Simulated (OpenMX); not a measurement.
## Pd in OpenMX: the effect of biaxial strain

The system is Pd.

```
CELL_PARAMETERS angstrom
2.67232 0.00000 0.00000
-1.33616 2.31430 0.00000
0.00000 0.00000 4.62889
ATOMIC_POSITIONS crystal
Pd 0.33333 0.66667 0.25000
Pd 0.66667 0.33333 0.75000
```

This isn't the form of Pd at room conditions, which is fcc.

Alike in all runs:

| Item | Value |
| --- | --- |
| Program | OpenMX 3.8.5 |
| Task | single point |
| Functional | PBE |
| Potentials or basis | OpenMX 2013 PBE set, Pd7.0-s3p2d2, grid cutoff 400 Ry |
| k mesh | 9 × 9 × 5 |
| Occupations | fermi-dirac, width 0.05 eV |
| Spin | no spin polarisation |

```csv
biaxial strain,pressure (GPa)
-4 %,21.0
-2 %,10.5
0 %,?
2 %,-3.9
4 %,-8.7
```

Problem. What does the run with biaxial strain 0 % give?

Solution. Pressure 2.4 GPa.

Worked out: A parabola through the other rows of the pressure, of slope -3.69 GPa per % there, gives 2.4 GPa, against the run's 2.4.

Caveats: the basis of atomic orbitals isn't converged, which shifts pressures, moduli and gaps.
